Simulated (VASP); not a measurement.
# Hg (P-1) in VASP: equation of state

Aim: energy against volume of Hg in PBE, for its equilibrium volume and stiffness.

All numbers are computed with VASP 6.6.1; they aren't measurements. Logs are shortened: lines on timing, memory, paths and dates and some standing lists are left out, and cuts for length are marked.

**1. Starting point**

The typed cell holds 3 atoms: a = 3.321 Å, b = 3.410 Å, c = 8.295 Å, α = 95.86°, β = 96.63°, γ = 115.57°.

**2. Equation of state, PBE, 25.99 Å³/atom (volume scaled by 0.94)**

The input, INCAR:

```
SYSTEM = Hg
PREC = Accurate ; ENCUT = 520
EDIFF = 1E-7 ; ISMEAR = -1
SIGMA = 0.05 ; LREAL = .FALSE.
LASPH = .TRUE. ; NELM = 80
ALGO = Normal ; ISIF = 2
LWAVE = .FALSE. ; LCHARG = .FALSE.
GGA = PE ; NBANDS = 25
```

The input, KPOINTS:

```
regular mesh
0
G
  9 9 4
  0 0 0
```

The input, POSCAR:

```
Hg
1.0
    3.2527723621      0.0000000000      0.0000000000
   -1.4420914996      3.0133390164      0.0000000000
   -0.9387661657     -1.3687750573      7.9548358719
Hg
3
Direct
    0.0000000000      0.0000000000      0.0000000000
    0.4139298800      0.2585777100      0.6647421900
    0.5860701200      0.7414222900      0.3352578100
```

Potentials or basis: VASP PAW PBE potentials, release 64 (Hg).

Started as:

```console
> cat potpaw_PBE.64/Hg/POTCAR > POTCAR
> mpirun -np 1 vasp_std > vasp.out
```

OUTCAR:

```text
SYSTEM = Hg
   PREC = Accurate
   ENCUT = 520
   EDIFF = 1E-7
   ISMEAR = -1
   LREAL = .FALSE.
   LASPH = .TRUE.
   NELM = 80
   ISIF = 2
   GGA = PE

 Found    163 irreducible k-points:

 Following reciprocal coordinates:
            Coordinates               Weight
  0.000000  0.000000  0.000000      1.000000
  0.111111  0.000000 -0.000000      2.000000
  0.222222 -0.000000 -0.000000      2.000000
  0.333333  0.000000 -0.000000      2.000000
  0.444444 -0.000000 -0.000000      2.000000
  0.000000  0.111111 -0.000000      2.000000
   k-points           NKPTS =    163   k-points in BZ     NKDIM =    163   number of bands    NBANDS=     25
   number of dos      NEDOS =    301   number of ions     NIONS =      3
   total plane-waves  NPLWV =  40320
   dimension x,y,z NGX =    24 NGY =   28 NGZ =   60
   dimension x,y,z NGXF=    48 NGYF=   56 NGZF=  120
   ions per type =               3
   NGX,Y,Z   is equivalent  to a cutoff of  12.27, 13.93, 12.27 a.u.
   NGXF,Y,Z  is equivalent  to a cutoff of  24.53, 27.87, 24.55 a.u.
 SYSTEM =  Hg
   PREC   = accura    normal or accurate (medium, high low for compatibility)
   ISTART =      0    job   : 0-new  1-cont  2-samecut
   ICHARG =      2    charge: 1-file 2-atom 10-const
   ISPIN  =      1    spin polarized calculation?
   LNONCOLLINEAR =      F non collinear calculations
   LSORBIT =      F    spin-orbit coupling
   LASPH  =      T    aspherical Exc in radial PAW
   ENCUT  =  520.0 eV  38.22 Ry    6.18 a.u.   6.05  6.21 15.11*2*pi/ulx,y,z
   NELM   =     80;   NELMIN=  2; NELMDL= -5     # of ELM steps
   EDIFF  = 0.1E-06   stopping-criterion for ELM
   LREAL  =      F    real-space projection
   EDIFFG = 0.1E-05   stopping-criterion for IOM
   NSW    =      0    number of steps for IOM
   IBRION =     -1    ionic relax: 0-MD 1-quasi-New 2-CG
   NFREE  =      0    steps in history (QN), initial steepest desc. (CG)
   ISIF   =      2    stress and relaxation
   ISYM   =      2    0-nonsym 1-usesym 2-fastsym
   POTIM  = 0.5000    time-step for ionic-motion
   TEBEG  =    0.0;   TEEND  =   0.0 temperature during run
   PSTRESS=    0.0 pullay stress
   NELECT =      36.0000    total number of electrons
   NUPDOWN=      -1.0000    fix difference up-down
   EMIN   =  10.00;   EMAX   =-10.00  energy-range for DOS
   EFERMI =   0.00;   METHOD = LEGACY
   ISMEAR =    -1;   SIGMA  =   0.05  broadening in eV -4-tet -1-fermi 0-gaus
   EFERMI_NEDOS =   21; number of points for ismear=-14 and -15
   IALGO  =     38    algorithm
   IMIX   =      4    mixing-type and parameters
     AMIX     =   0.40;   BMIX     =  1.00
     AMIX_MAG =   1.60;   BMIX_MAG =  1.00
  volume/ion in A,a.u.               =      25.99       175.39
  Fermi-wavevector in a.u.,A,eV,Ry     =   1.265313  2.391095 21.783165  1.601017
  Thomas-Fermi vector in A             =   2.398573
   LORBIT       =      0    0 simple, 1 ext, 2 COOP (PROOUT), +10 PAW based schemes
   GGA     = PE    functional components
   LHFCALC =     F    Hartree Fock is set to
   AEXX    =    0.0000 exact exchange contribution
   IVDW    =     0    specifies the selected vdW correction
   LEPSILON=     F    determine dielectric tensor
   LRPA    =     F    only Hartree local field effects (RPA)
 non-spin polarized calculation
  energy-cutoff  :      520.00
  volume of cell :       77.97
 maximum number of plane-waves:      2133
   NGX = 13   NGY = 13   NGZ = 31

 number of electron      36.0000005 magnetization

 Free energy of the ion-electron system (eV)
  ---------------------------------------------------
  ext. energy  EPLUGINS =         0.00000000
  ---------------------------------------------------
  free energy    TOTEN  =        -0.47448360 eV

  energy without entropy =       -0.46886802  energy(sigma->0) =       -0.47167581

 E-fermi :   1.8354     XC(G=0): -10.3323

 val. band max:        1.8152540445   @ k =   0.4444   0.4444   0.5000
 cond. band min:       1.8376023268   @ k =   0.0000   0.4444  -0.0000
 fundamental gap:      0.0223482822
 Fermi energy:         1.8353781175

 k-point     1 :       0.0000    0.0000    0.0000
  band No.  band energies     occupation
      1      -6.2784      2.00000
      2      -5.3656      2.00000
      3      -5.3260      2.00000
      4      -4.9079      2.00000
      5      -4.8555      2.00000
      6      -4.7964      2.00000
[... 17 lines left out ...]
     24      13.9646      0.00000
     25      15.3357      0.00000

 k-point     2 :       0.1111    0.0000   -0.0000
  band No.  band energies     occupation
      1      -6.0275      2.00000
      2      -5.2523      2.00000
      3      -5.1718      2.00000
      4      -4.8862      2.00000
      5      -4.8505      2.00000
      6      -4.7211      2.00000
[... 17 lines left out ...]
     24      12.7818      0.00000
     25      14.4995      0.00000

 k-point     3 :       0.2222   -0.0000   -0.0000
  band No.  band energies     occupation
      1      -5.4333      2.00000
      2      -5.1610      2.00000
      3      -4.9779      2.00000
      4      -4.8897      2.00000
      5      -4.8170      2.00000
      6      -4.7663      2.00000
[... 17 lines left out ...]
     24      11.6449      0.00000
     25      12.1740      0.00000

 k-point     4 :       0.3333    0.0000   -0.0000
  band No.  band energies     occupation
      1      -5.2951      2.00000
      2      -5.2497      2.00000
      3      -5.1508      2.00000
      4      -4.9999      2.00000
      5      -4.9355      2.00000
      6      -4.7317      2.00000
[... 17 lines left out ...]
     24       9.8041      0.00000
     25      11.6118      0.00000

 k-point     5 :       0.4444   -0.0000   -0.0000
  band No.  band energies     occupation
      1      -5.4325      2.00000
      2      -5.3520      2.00000
      3      -5.2162      2.00000
      4      -5.1202      2.00000
      5      -4.9932      2.00000
      6      -4.7796      2.00000
[... 17 lines left out ...]
     24       9.7028      0.00000
     25      10.8685      0.00000

 k-point     6 :       0.0000    0.1111   -0.0000
  band No.  band energies     occupation
      1      -6.0471      2.00000
      2      -5.2705      2.00000
      3      -5.2189      2.00000
      4      -4.9071      2.00000
      5      -4.8679      2.00000
      6      -4.7841      2.00000
[... 17 lines left out ...]
     24      13.3264      0.00000
     25      14.3650      0.00000

 [... further k-points ...]

------------------------ aborting loop because EDIFF is reached ----------------------------------------

  FORCE on cell =-STRESS in cart. coord.  units (eV):
  Direction    XX          YY          ZZ          XY          YZ          ZX
  --------------------------------------------------------------------------------------
  -------------------------------------------------------------------------------------
  Total        0.8613251      0.9096049      0.9657369      0.1043300     -0.0862162     -0.0055939
  in kB       17.6988387     18.6909114     19.8443334      2.1438125     -1.7716037     -0.1149451
  external PRESSURE =      18.7446945 kB  Pullay stress =       0.0000000 kB

 VOLUME and BASIS-vectors are now :
 -----------------------------------------------------------------------------
  energy-cutoff  :      520.00
  volume of cell :       77.97
      direct lattice vectors                 reciprocal lattice vectors
     3.252772362  0.000000000  0.000000000     0.307430059  0.147126584  0.061596260
    -1.442091500  3.013339016  0.000000000     0.000000000  0.331857781  0.057102203
    -0.938766166 -1.368775057  7.954835872     0.000000000  0.000000000  0.125709696

 POSITION                                       TOTAL-FORCE (eV/Angst)
 -----------------------------------------------------------------------------------
      0.00000      0.00000      0.00000        -0.000000      0.000000      0.000000
      0.34949     -0.13070      5.28792        -0.008234      0.024815      0.032191
      0.52243      1.77526      2.66692         0.008234     -0.024815     -0.032191
 -----------------------------------------------------------------------------------
    total drift:                                0.000000     -0.000000      0.000000

  FREE ENERGIE OF THE ION-ELECTRON SYSTEM (eV)
  ---------------------------------------------------
  free  energy   TOTEN  =        -0.4744835959 eV

  energy  without entropy=       -0.4688680184  energy(sigma->0) =       -0.47167581
```

stdout:

```text
POSCAR found type information on POSCAR Hg
 POSCAR found :  1 types and       3 ions
 scaLAPACK will be used
 LDA part: xc-table for (Slater+PW92), standard interpolation
 POSCAR, INCAR and KPOINTS ok, starting setup
 FFT: planning ... GRIDC
 FFT: planning ... GRID_SOFT
 FFT: planning ... GRID
 WAVECAR not read
 entering main loop
```

Wall time 70 s (1 thread of Intel Xeon 6975P-C (Granite Rapids), shared host); peak memory 0.36 GiB.

Results:

```
Free energy            : -0.4745 eV
Pressure               : 1.9 GPa
Largest force          : 0.041 eV/Å
Band gap on the k mesh : none (metal or under the smearing width)
```

**3. Equation of state, PBE, 26.54 Å³/atom (volume scaled by 0.96)**

The input, INCAR:

```
PREC = Accurate ; ENCUT = 520
EDIFF = 1E-7 ; ISMEAR = -1
SIGMA = 0.05 ; LREAL = F
LASPH = T ; NELM = 100
ALGO = Normal ; ISIF = 2
LWAVE = F ; LCHARG = F
GGA = PE ; NBANDS = 25
```

The input, KPOINTS:

```
Automatic mesh
0
Gamma
  9 9 4
```

The input, POSCAR:

```
Hg
1.0
    3.2756799644      0.0000000000      0.0000000000
   -1.4522474082      3.0345604129      0.0000000000
   -0.9453774128     -1.3784146358      8.0108576886
Hg
3
Direct
    0.0000000000      0.0000000000      0.0000000000
    0.4139298800      0.2585777100      0.6647421900
    0.5860701200      0.7414222900      0.3352578100
```

Potentials or basis: VASP PAW PBE potentials, release 64 (Hg).

Started as:

```console
> cat potpaw_PBE.64/Hg/POTCAR > POTCAR
> mpirun -np 1 vasp_std > vasp.out
```

It took 71 s on 1 thread of Intel Xeon 6975P-C (Granite Rapids), shared host; peak memory 0.37 GiB.

The run converged. Its results:

```yaml
Free_energy: -0.4924 eV
Pressure: 1.4 GPa
Largest_force: 0.037 eV/Å
Band_gap_on_the_k_mesh: none (metal or under the smearing width)
```

**4. Equation of state, PBE, 27.10 Å³/atom (volume scaled by 0.98)**

The input, INCAR:

```
PREC     = Accurate       # precision mode
ENCUT    = 520            # plane-wave cutoff, eV
EDIFF    = 1E-7           # SCF threshold, eV
ISMEAR   = -1             # smearing method
SIGMA    = 0.05           # smearing width, eV
LREAL    = F              # projectors in reciprocal space
LASPH    = T              # aspherical terms in the spheres
NELM     = 60             # most SCF steps
ALGO     = Normal         # electronic algorithm
ISIF     = 2              # what is computed and relaxed
LWAVE    = F              # write WAVECAR
LCHARG   = F              # write CHGCAR
GGA      = PE             # functional
NBANDS   = 25             # bands
```

KPOINTS is that of step 3.

The input, POSCAR:

```
Hg
1.0
    3.2982715746      0.0000000000      0.0000000000
   -1.4622632241      3.0554890771      0.0000000000
   -0.9518974631     -1.3879212441      8.0661067289
Hg
3
Direct
    0.0000000000      0.0000000000      0.0000000000
    0.4139298800      0.2585777100      0.6647421900
    0.5860701200      0.7414222900      0.3352578100
```

Started as:

```console
> cat potpaw_PBE.64/Hg/POTCAR > POTCAR
> mpirun -np 1 vasp_std > vasp.out
```

Wall time 94 s (1 thread of Intel Xeon 6975P-C (Granite Rapids), shared host); peak memory 0.38 GiB.

It converged, with:

```
Free energy            : -0.5062 eV
Pressure               : 1.1 GPa
Largest force          : 0.032 eV/Å
Band gap on the k mesh : none (metal or under the smearing width)
```

**5. Equation of state, PBE, 28.20 Å³/atom (volume scaled by 1.02)**

The input, INCAR:

```
SYSTEM = Hg
ALGO = Normal
EDIFF = 1E-7
ENCUT = 520
GGA = PE
ISIF = 2
ISMEAR = -1
LASPH = .TRUE.
LCHARG = .FALSE.
LREAL = .FALSE.
LWAVE = .FALSE.
NBANDS = 25
NELM = 80
PREC = Accurate
SIGMA = 0.05
```

The input, KPOINTS:

```
k-points
0
G
  9 9 4
  0 0 0
```

The input, POSCAR:

```
Hg
1.0
    3.3425489597      0.0000000000      0.0000000000
   -1.4818932607      3.0965072478      0.0000000000
   -0.9646761351     -1.4065532827      8.1743895388
Hg
3
Direct
    0.0000000000      0.0000000000      0.0000000000
    0.4139298800      0.2585777100      0.6647421900
    0.5860701200      0.7414222900      0.3352578100
```

Started as:

```console
> cat potpaw_PBE.64/Hg/POTCAR > POTCAR
> mpirun -np 1 vasp_std > vasp.out
```

It took 97 s on 1 thread of Intel Xeon 6975P-C (Granite Rapids), shared host; peak memory 0.39 GiB.

It converged, with:

| Item | Value |
| --- | --- |
| Free energy | -0.5260 eV |
| Pressure | 0.7 GPa |
| Largest force | 0.021 eV/Å |
| Band gap on the k mesh | none (metal or under the smearing width) |

**6. Equation of state, PBE, 28.76 Å³/atom (volume scaled by 1.04)**

The input, INCAR:

```
SYSTEM = Hg
  ALGO = Normal
  EDIFF = 1E-7
  ENCUT = 520
  GGA = PE
  ISIF = 2
  ISMEAR = -1
  LASPH = .TRUE.
  LCHARG = .FALSE.
  LREAL = .FALSE.
  LWAVE = .FALSE.
  NBANDS = 25
  NELM = 60
  PREC = Accurate
  SIGMA = 0.05
```

KPOINTS is that of step 5.

The input, POSCAR:

```
Hg
1.0
    3.3642544313      0.0000000000      0.0000000000
   -1.4915162139      3.1166150012      0.0000000000
   -0.9709404413     -1.4156870015      8.2274714778
Hg
3
Direct
    0.0000000000      0.0000000000      0.0000000000
    0.4139298800      0.2585777100      0.6647421900
    0.5860701200      0.7414222900      0.3352578100
```

Potentials or basis: VASP PAW PBE potentials, release 64 (Hg).

Started as:

```console
> cat potpaw_PBE.64/Hg/POTCAR > POTCAR
> mpirun -np 1 vasp_std > vasp.out
```

OUTCAR:

```text
SYSTEM = Hg
   EDIFF = 1E-7
   ENCUT = 520
   GGA = PE
   ISIF = 2
   ISMEAR = -1
   LASPH = .TRUE.
   LREAL = .FALSE.
   NELM = 60
   PREC = Accurate

 Found    163 irreducible k-points:

 Following reciprocal coordinates:
            Coordinates               Weight
  0.000000  0.000000  0.000000      1.000000
  0.111111 -0.000000  0.000000      2.000000
  0.222222 -0.000000  0.000000      2.000000
  0.333333 -0.000000  0.000000      2.000000
  0.444444 -0.000000  0.000000      2.000000
  0.000000  0.111111  0.000000      2.000000
[... 248 lines left out ...]
  --------------------------------------------------------------------------------------
  -------------------------------------------------------------------------------------
  Total        0.3115298      0.2507009      0.3059050      0.0313016     -0.0038953     -0.0404439
  in kB        5.7859111      4.6561627      5.6814440      0.5813507     -0.0723466     -0.7511478
  external PRESSURE =       5.3745060 kB  Pullay stress =       0.0000000 kB

 VOLUME and BASIS-vectors are now :
 -----------------------------------------------------------------------------
  energy-cutoff  :      520.00
  volume of cell :       86.27
      direct lattice vectors                 reciprocal lattice vectors
     3.364254431  0.000000000  0.000000000     0.297242679  0.142251216  0.059555130
    -1.491516214  3.116615001  0.000000000     0.000000000  0.320860934  0.055209994
    -0.970940441 -1.415687002  8.227471478     0.000000000  0.000000000  0.121544025

 POSITION                                       TOTAL-FORCE (eV/Angst)
 -----------------------------------------------------------------------------------
      0.00000      0.00000      0.00000         0.000000      0.000000      0.000000
      0.36147     -0.13518      5.46915        -0.005677      0.013615      0.001396
      0.54033      1.83611      2.75832         0.005677     -0.013615     -0.001396
 -----------------------------------------------------------------------------------
    total drift:                               -0.000000      0.000000      0.000000

  FREE ENERGIE OF THE ION-ELECTRON SYSTEM (eV)
  ---------------------------------------------------
  free  energy   TOTEN  =        -0.5331474449 eV

  energy  without entropy=       -0.5274577295  energy(sigma->0) =       -0.53030259
```

OSZICAR:

```text
N       E                     dE             d eps       ncg     rms          rms(c)
DAV:   1     0.282393201317E+03    0.28239E+03   -0.18058E+04  8158   0.136E+03
DAV:   2     0.774027786408E+01   -0.27465E+03   -0.25921E+03  8296   0.352E+02
DAV:   3    -0.548268131877E+00   -0.82885E+01   -0.82300E+01  9434   0.665E+01
DAV:   4    -0.575074711536E+00   -0.26807E-01   -0.26752E-01  8800   0.331E+00
DAV:   5    -0.575122939742E+00   -0.48228E-04   -0.48226E-04  9351   0.143E-01    0.330E+00
DAV:   6    -0.534232473651E+00    0.40890E-01   -0.11578E-01  8675   0.300E+00    0.262E+00
DAV:   7    -0.532768578592E+00    0.14639E-02   -0.21771E-02  8479   0.109E+00    0.105E+00
DAV:   8    -0.533066548050E+00   -0.29797E-03   -0.29569E-03  8449   0.526E-01    0.662E-02
DAV:   9    -0.533104248686E+00   -0.37701E-04   -0.30190E-05  9716   0.475E-02    0.234E-02
DAV:  10    -0.533147350921E+00   -0.43102E-04   -0.47225E-05  8452   0.475E-02    0.327E-03
DAV:  11    -0.533147444874E+00   -0.93953E-07   -0.51358E-07  9412   0.500E-03
   1 F= -.53314744E+00 E0= -.53030259E+00  d E =-.568972E-02
```

stdout:

```text
POSCAR found type information on POSCAR Hg
 POSCAR found :  1 types and       3 ions
 scaLAPACK will be used
 LDA part: xc-table for (Slater+PW92), standard interpolation
 POSCAR, INCAR and KPOINTS ok, starting setup
 FFT: planning ... GRIDC
 FFT: planning ... GRID_SOFT
 FFT: planning ... GRID
 WAVECAR not read
 entering main loop
```

It took 90 s on 1 thread of Intel Xeon 6975P-C (Granite Rapids), shared host; peak memory 0.4 GiB.

Results:

```yaml
Free_energy: -0.5331 eV
Pressure: 0.5 GPa
Largest_force: 0.015 eV/Å
Band_gap_on_the_k_mesh: none (metal or under the smearing width)
```

**7. Equation of state, PBE, 29.31 Å³/atom (volume scaled by 1.06)**

The input, INCAR:

```
SYSTEM = Hg
ALGO     = Normal         ! electronic algorithm
EDIFF    = 1E-7           ! SCF threshold, eV
ENCUT    = 520            ! plane-wave cutoff, eV
GGA      = PE             ! functional
ISIF     = 2              ! what is computed and relaxed
ISMEAR   = -1             ! smearing method
LASPH    = .True.         ! aspherical terms in the spheres
LCHARG   = .False.        ! write CHGCAR
LREAL    = .False.        ! projectors in reciprocal space
LWAVE    = .False.        ! write WAVECAR
NBANDS   = 25             ! bands
NELM     = 80             ! most SCF steps
PREC     = Accurate       ! precision mode
SIGMA    = 0.05           ! smearing width, eV
```

The input, KPOINTS:

```
k-points
0
Gamma
  9 9 4
  0 0 0
```

The input, POSCAR:

```
Hg
1.0
    3.3856833812      0.0000000000      0.0000000000
   -1.5010165733      3.1364665873      0.0000000000
   -0.9771249421     -1.4247043593      8.2798771676
Hg
3
Direct
    0.0000000000      0.0000000000      0.0000000000
    0.4139298800      0.2585777100      0.6647421900
    0.5860701200      0.7414222900      0.3352578100
```

Started as:

```console
> cat potpaw_PBE.64/Hg/POTCAR > POTCAR
> mpirun -np 1 vasp_std > vasp.out
```

Run time: 90 s. Hardware: 1 thread of Intel Xeon 6975P-C (Granite Rapids), shared host; peak memory 0.4 GiB.

Results (log left out):

* Free energy: -0.5388 eV
* Pressure: 0.4 GPa
* Largest force: 0.011 eV/Å
* Band gap on the k mesh: none (metal or under the smearing width)

**8. Equation of state, PBE**

No new run: the results of the series are fitted here.

What came out:

```
Equilibrium volume : outside the volumes run
```

Energy against volume, from the lowest point:
```
volume (Å³/atom)  energy (meV/atom)
          25.990              21.64
          26.543              15.79
          27.096              11.25
          27.649               7.65
          28.202               4.66
          28.755               2.10
          29.308               0.00
```
